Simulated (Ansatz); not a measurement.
# Rubidium, hcp under revPBE: structure, energy and stiffness

The plan for rubidium in the hcp structure: relax it, solve it on a dense k-mesh, then scale the cell to 7 volumes from 88 to 112 % of the relaxed one and try a fit of the equation of state. Spin polarisation is left out. The k-meshes are 7×7×4 for the relaxation; 12×12×6 for the dense run; 8×8×4 for the volumes.

This is Rb in the hcp structure; at room conditions it is bcc.

Computed with Ansatz 0.2.0 (DFT revPBE, plane waves (420 eV) with PAW, scalar-relativistic; PAW files made under PBE, frozen cores solved again for the functional, unless a step says otherwise).

### 1 The structure to begin with

The structure is hexagonal, space group P6_3/mmc (No. 194). Conventional cell: a = 4.976 Å, b = 4.976 Å, c = 8.125 Å, α = 90.00°, β = 90.00°, γ = 120.00°.

Structure file:

```
Rb
1.0
     4.97566    0.00000    0.00000
    -2.48783    4.30905    0.00000
     0.00000    0.00000    8.12526
Rb
2
Cartesian
  0.0000 2.8727 2.0313
  2.4878 1.4364 6.0939
```

### 2 Geometry optimisation

Input file input.yaml:

```yaml
crystal:
  lattice:
    - [4.9756623956, 0.0, 0.0]
    - [-2.4878311978, 4.3090500353, 0.0]
    - [0.0, 0.0, 8.1252566921]
  atoms:
    - { symbol: Rb, position: [0.3333333333, 0.6666666667, 0.25] }
    - { symbol: Rb, position: [0.6666666667, 0.3333333333, 0.75] }
hamiltonian:
  xc: revpbe
  pseudopotentials:
    kind: paw
    azcp:
      Rb: "pseudopotentials/Rb.paw.azcp"
basis:
  ecutwfc: 420
  fft_grid_basis: typed
kpoints:
  mp_grid: { grid: [7, 7, 4], shift: [0, 0, 0] }
magnetization:
  spin_polarized: false
scf:
  occupations: { method: fermi_dirac, width: 0.1 }
relax:
  max_steps: 60
  f_tol: 0.01
  cell: {}
```

Further steps of the session: The energy on a finer k-mesh; At 88 % of the relaxed volume; At 92 % of the relaxed volume; At 96 % of the relaxed volume; At 100 % of the relaxed volume; At 104 % of the relaxed volume; At 108 % of the relaxed volume; At 112 % of the relaxed volume.

**Question.** What will these runs give? Wanted: space group; conventional cell; volume; shortest distance; gap on the mesh; relative to bcc; V₀, B₀, B₀′.

As calculated:

```
                      quantity                                   value
space group (spins left aside)                      P6_3/mmc (No. 194)
             conventional cell  a = 5.185 Å, c = 8.550 Å (c/a = 1.649)
                        volume                          99.513 Å³/atom
             shortest distance                                 5.185 Å
               gap on the mesh            none (levels filled in part)
               relative to bcc                             -1 meV/atom
                   V₀, B₀, B₀′            99.568 Å³/atom, 2.4 GPa, 3.7
```

In words: The relaxation enlarged the cell by 14.2 % in volume. It lies 1 meV/atom below the element's reference form at the same level (bcc, from a run of its own), within what mesh and smearing can decide. Levels at the Fermi energy are filled in part, as in a metal. B₀ comes out at 2.4 GPa, a soft solid; letting shape and positions relax at each volume could only lower it. The symmetry was held, so the structure may be unstable against distortions that break it.
